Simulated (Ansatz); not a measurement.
FePt: stable or not

It was relaxed at this level from a cell as deposited in COD.

These are results of Ansatz, DFT PBE, scalar-relativistic, plane waves, PAW, not measurements. Plane waves to 420 eV, a 20×20×14 mesh through Γ for the 2-atom cell and 0.10 eV Gaussian smearing; collinear spin.

```cif
data_structure
_symmetry_space_group_name_H-M 'P4/mmm'
_symmetry_Int_Tables_number 123
_cell_length_a 2.7291
_cell_length_b 2.7291
_cell_length_c 3.7650
_cell_angle_alpha 90.000
_cell_angle_beta 90.000
_cell_angle_gamma 90.000
_cell_volume 28.04
loop_
_atom_site_label
_atom_site_type_symbol
_atom_site_symmetry_multiplicity
_atom_site_Wyckoff_symbol
_atom_site_fract_x
_atom_site_fract_y
_atom_site_fract_z
_atom_site_occupancy
Fe1 Fe 1 d 0.50000 0.50000 0.50000 1
Pt1 Pt 1 a 0.00000 0.00000 0.00000 1
```

Energies over the elements count from the elements' standard structures at the same level, with no fitted energy shifts.

Task: These tests were run: energy against the elements; random kick, then relaxation without symmetry; phonons at Γ. What do they show?

Result:

```json
{"test": "energy against the elements", "result": "−0.23 eV/atom"}
{"test": "random kick, then relaxation without symmetry", "result": "returns"}
{"test": "phonons at Γ", "result": "lowest optical mode 157 cm⁻¹"}
```

It fails none of these tests. Competing phases weren't compared here. Phonons away from Γ weren't computed.

These runs have no spin–orbit coupling, which can matter for Pt. The magnetic state reached may not be the lowest. The kick test ran on a coarse mesh. The run for the phonons used a 20×20×14 k mesh and Gaussian smearing of 0.20 eV. The cell carries site moments Fe 3.0; Pt 0.4 μB.
